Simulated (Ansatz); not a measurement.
Start of a relaxation of Si2Ge:

```cif
data_structure
_symmetry_space_group_name_H-M 'P-62m'
_symmetry_Int_Tables_number 189
_cell_length_a 4.9670
_cell_length_b 4.9670
_cell_length_c 4.6502
_cell_angle_alpha 90.000
_cell_angle_beta 90.000
_cell_angle_gamma 120.000
_cell_volume 99.35
loop_
_atom_site_label
_atom_site_type_symbol
_atom_site_symmetry_multiplicity
_atom_site_Wyckoff_symbol
_atom_site_fract_x
_atom_site_fract_y
_atom_site_fract_z
_atom_site_occupancy
Si1 Si 3 g 0.33333 0.00000 0.50000 1
Si2 Si 1 a 0.00000 0.00000 0.00000 1
Ge1 Ge 2 c 0.66667 0.33333 0.00000 1
```

The calculation used DFT PBE, scalar-relativistic, plane waves, PAW in Ansatz. Cutoff 420 eV, Gaussian smearing, Γ-centred meshes. Cell and atoms relax on a converged mesh. In metals the finer mesh still leaves noise of several meV/atom or more. The steps can't lower the symmetry of their start. No spin polarisation.

A guess keeps its type if space group and coordination stay and the shape of the cell changes little (axis ratios within about 15 %, angles within 6°); the volume may change.

Question: Does this structure survive the relaxation?

Answer: It keeps its type. The symmetry stays P-62m (No. 189). The volume per atom shrinks by 1.4 %, from 16.6 to 16.3 Å³. The shortest distance goes from 2.85 Å (Si–Ge and Si–Si) to 2.68 Å (Si–Si). The ratio c/a of the conventional cell changes by a factor of 1.06. Counting neighbours within 15 % of an atom's shortest distance, the start has Ge 12, Si 12 and the end Ge 12, Si 12.

The last run used a 12×12×8 mesh (in the run's order of axes) for its 6-atom cell and Gaussian smearing of 0.10 eV. Symmetry constrained the relaxation, so the result can be a saddle point. Another cell of Si2Ge relaxed alike, in P-3m1, lies 0.51 eV/atom lower, so this cell isn't the stable form at this level.
